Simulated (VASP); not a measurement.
# CdTe (F-43m): a series in biaxial strain in the (110) plane, part 2 of 2

How do the elastic response and the band edges of CdTe follow biaxial strain in the (110) plane?

VASP 6.6.1, plane waves and PAW; the level of theory is named at each step.

So far: The structure; Relax the crystal, LDA; Strain along the normal, LDA; Band edges, TB-mBJ with spin-orbit coupling; Band edges, r2SCAN with spin-orbit coupling.

**5. Band edges, r2SCAN with spin-orbit coupling (continued)**

Level of this step: r2SCAN, spin-orbit coupling; plane waves and PAW (Cd, Te); cell typed or built by script (VASP).

From OUTCAR (step 5):

```text
  Total        1.5184855      1.5184855      1.5945643     -0.2544686     -0.0000000     -0.0000000
  in kB       37.4080639     37.4080639     39.2822736     -6.2688620     -0.0000000     -0.0000000
  external PRESSURE =      38.0328005 kB  Pullay stress =       0.0000000 kB

 POSITION                                       TOTAL-FORCE (eV/Angst)
 -----------------------------------------------------------------------------------
      3.25663      3.25663      0.02078        -0.000000     -0.000000      0.022742
      1.62832      1.62832      1.55919         0.000000      0.000000     -0.022742
 -----------------------------------------------------------------------------------
    total drift:                                0.000000      0.000000      0.000211

  FREE ENERGIE OF THE ION-ELECTRON SYSTEM (eV)
  ---------------------------------------------------
  free  energy   TOTEN  =      -790.7883714945 eV

  energy  without entropy=     -790.7883714945  energy(sigma->0) =     -790.78837149

[... 2 parts as in an earlier step ...]

[... 1 further part left out ...]
[key lines of the parts left out:]
E-fermi :   3.1010
```

Read from the output:

```
energy(sigma→0) of the program : -790.7884 eV
stress, compression positive   : 3.11 along [110], 4.15 across it (mean), GPa
```

The run ends at a pressure of 3.80 GPa, with forces up to 0.023 eV/Å.

**6. The whole series**

Runs beyond LDA use the data sets made with LDA; this shifts their levels slightly, and their total energies have another zero (at TB-mBJ, which has no energy functional, they mean nothing).

The other members went through these steps as far as the tables show, with the same cutoff and, step by step, the same mesh; 43 runs are not shown. The session took 6.7 core hours (wall time by ranks) on a shared machine.

```csv
in-plane strain (%),strain along the normal (%),"mean of the two in-plane stresses, tension positive (GPa)",energy above the unstrained row (meV/atom),"gap on the mesh, LDA (eV)"
-2.000,2.035,-1.433,6.396,0.604
-1.500,1.514,-1.080,3.690,0.617
-1.000,1.001,-0.725,1.722,0.628
-0.500,0.502,-0.354,0.489,0.636
0,0.000,-0.003,0.000,0.644
0.500,-0.474,0.357,0.255,0.595
1.000,-0.938,0.717,1.250,0.544
1.500,-1.374,1.078,2.983,0.493
2.000,-1.810,1.436,5.457,0.441
```

Slopes at zero strain, from cubics through all rows: strain ratio -0.971, stress over strain 72 GPa.

Band edges at TB-mBJ with spin-orbit coupling, counted from the valence-band top at Γ, spin-orbit pairs averaged, with one row partly withheld:

```csv
in-plane strain (%),gap (eV),conduction band at Γ (eV),Δ or X valley along z (eV),Δ or X valley along x (eV),"lowest conduction level at L, [111] (eV)","lowest conduction level at L, [-111] (eV)",second valence level below the top (eV),third valence level below the top (eV)
-2.000,1.609,1.609,2.558,2.873,2.481,2.188,0.130,0.906
-1.500,1.619,1.619,2.670,2.891,2.457,2.242,0.098,0.883
-1.000,1.629,1.629,2.783,2.910,2.436,2.296,0.067,0.861
-0.500,1.635,1.635,2.881,2.928,2.416,2.346,0.034,0.842
0,1.640,1.640,2.945,2.945,2.396,2.396,0.000,0.823
0.500,1.606,1.606,2.941,2.927,2.343,2.407,0.035,0.840
1.000,?,?,2.895,2.907,2.289,2.414,0.070,0.859
1.500,1.531,1.531,2.844,2.887,2.238,2.417,0.105,0.879
2.000,1.488,1.489,2.792,2.865,2.185,2.418,0.143,0.902
```

Conduction masses, in electron masses:

```csv
in-plane strain (%),"conduction mass at Γ, along the strain axis or the normal of the plane","conduction mass at Γ, across the strain axis or in the plane"
-2.000,0.128,0.153
-1.500,0.130,0.149
-1.000,0.133,0.145
-0.500,0.135,0.141
0,0.139,0.139
0.500,0.141,0.136
1.000,0.144,0.133
1.500,0.146,0.130
2.000,0.148,0.127
```

Band edges at r2SCAN with spin-orbit coupling, counted from the valence-band top at Γ, spin-orbit pairs averaged:

```csv
in-plane strain (%),gap (eV),conduction band at Γ (eV),Δ or X valley along z (eV),Δ or X valley along x (eV),"lowest conduction level at L, [111] (eV)","lowest conduction level at L, [-111] (eV)",second valence level below the top (eV),third valence level below the top (eV)
-2.000,1.071,1.072,2.127,2.453,2.105,1.773,0.135,0.925
-1.500,1.081,1.081,2.247,2.475,2.075,1.831,0.103,0.901
-1.000,1.087,1.087,2.363,2.497,2.046,1.888,0.070,0.879
-0.500,1.091,1.091,2.467,2.517,2.019,1.941,0.036,0.858
0,1.094,1.094,2.539,2.539,1.994,1.994,0.000,0.839
0.500,1.058,1.058,2.523,2.525,1.934,2.006,0.036,0.857
1.000,1.018,1.018,2.475,2.509,1.874,2.015,0.074,0.877
1.500,0.977,0.977,2.423,2.492,1.816,2.019,0.111,0.899
2.000,0.931,0.932,2.366,2.473,1.758,2.020,0.150,0.923
```

Conduction masses, in electron masses:

```csv
in-plane strain (%),"conduction mass at Γ, along the strain axis or the normal of the plane","conduction mass at Γ, across the strain axis or in the plane"
-2.000,0.088,0.101
-1.500,0.089,0.098
-1.000,0.089,0.096
-0.500,0.090,0.093
0,0.091,0.091
0.500,0.091,0.088
1.000,0.092,0.086
1.500,0.092,0.085
2.000,0.092,0.083
```

**7. Working out the slope**

The quantity to fit is the conduction level at Γ above the mean of the three top valence levels at TB-mBJ with spin-orbit coupling: 1.955, 1.946, 1.938, 1.927, 1.914, 1.898, 1.859, 1.837 eV in the rows shown.

A least-squares parabola through the 8 rows shown, with e the strain in %: E = − 0.004424 e² − 0.02916 e + 1.913 (eV), r.m.s. residual 5.4e-4 eV.

For the withheld row, e = 1, the fit gives 1.8797 eV.

**8. The withheld row**

The calculation gives 1.8796 eV, so the prediction is 0.0001 eV too high.

**9. Outcome**

```json
{"ratio of normal to in-plane strain": "-0.971", "biaxial modulus": "72 GPa", "gap of the unstrained cell, TB-mBJ with spin-orbit coupling": "1.64 eV", "gap of the unstrained cell, r2SCAN with spin-orbit coupling": "1.09 eV", "slope at zero strain of the conduction level at Γ above the mean of the three top valence levels, TB-mBJ with spin-orbit coupling": "-29 meV per %", "error of the predicted row": "0.1 meV"}
```

In words: As a check, the curvature of the energy gives 72 GPa for the same modulus (energy per volume = M × strain²), 0 % from the slope of the stress. At TB-mBJ with spin-orbit coupling the lowest conduction valley is Γ throughout, and the gap runs between 1.49 and 1.64 eV. At r2SCAN with spin-orbit coupling the lowest conduction valley is Γ throughout, and the gap runs between 0.93 and 1.09 eV. Hole masses are left out throughout, since the top bands are degenerate or cross in many series; of conduction masses, those of the Γ, L and (for Si and Ge under (001) strain) Δ valleys are kept where they change by under an eighth between rows. TB-mBJ is a potential fitted for gaps; it has no energy functional, so its total energies and forces mean nothing, and its bands tend to come out too narrow. r2SCAN opens gaps somewhat over GGA but leaves them below measured values as a rule. Δ or X levels are the lowest on their line, refined by a parabola unless they lie at X; the gap is read from all points sampled and can differ from the lowest valley by some meV, or by tens of meV where strain moves the valence top off Γ. Temperature, zero-point motion and excitons are left out.

[Lines on the potential files, build, host, timing and source positions are cut from VASP's logs without a mark.]

[Logs are printed without paths, hosts, clocks, repeated set-up lines and the standing remarks that a program may print on its own settings, such as how far it seeks lower states.]

[Hosts, paths, dates, database ids (printed as entryN), source tags and the programs' standing remarks are cut or masked in the printed files.]

[In band tables of VASP the shares of atoms and orbitals are scaled to a sum of 1 inside the atoms' spheres.]
